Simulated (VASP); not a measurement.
Runs of VASP 6.6.1 on Re. Symmetry: Fm-3m, No. 225, cubic system. The conventional cell has a = 3.889 Å, b = 3.889 Å, c = 3.889 Å, α = 90.00°, β = 90.00°, γ = 90.00°. Around Re (site symmetry m-3m) lie 12 Re at 2.75 Å. This isn't the form of Re at room conditions, which is hcp.

```tsv
task	level	potentials or basis	cell	k mesh	cutoff (eV)	mesh quality	gap on the mesh (eV)	pressure (GPa)	relaxed volume (Å³/atom)
relaxation of cell and atoms	PBEsol	VASP PAW PBE potentials, release 64 (Re)	relaxed	18 × 18 × 18	300	not flagged	none	0.0	14.54
relaxation of cell and atoms	PBEsol	VASP PAW PBE potentials, release 64 (Re)	relaxed	18 × 18 × 18	600	not flagged	none	0.0	14.61
relaxation of cell and atoms	PBEsol	VASP PAW PBE potentials, release 64 (Re)	relaxed	18 × 18 × 18	580	not flagged	none	0.0	14.61
relaxation of cell and atoms	LDA	VASP PAW LDA potentials, release 64 (Re)	relaxed	18 × 18 × 18	600	not flagged	none	0.0	14.44
single point	PBEsol	VASP PAW PBE potentials, release 64 (Re)	as given	18 × 18 × 18	520	not flagged	none	(b)	-
relaxation of cell and atoms	PBEsol	VASP PAW PBE potentials, release 64 (Re)	relaxed	6 × 6 × 6	600	coarse	none	0.0	(a)
relaxation of cell and atoms	RPBE	VASP PAW PBE potentials, release 64 (Re)	relaxed	18 × 18 × 18	600	not flagged	none	0.0	15.14
```

Alike in all rows: no spin polarisation; smearing gaussian 0.1 eV.

Task: Estimate the missing entries.

Result: (a) 14.62; (b) -2.5.

Caveats: some runs use coarse meshes; the PAW data sets were made with another functional, which shifts forces and pressure a little (some runs).

A k mesh can miss the band edges, and the runs leave out spin-orbit coupling on Re.

A gap of «none» marks a metal or a gap under the smearing width.
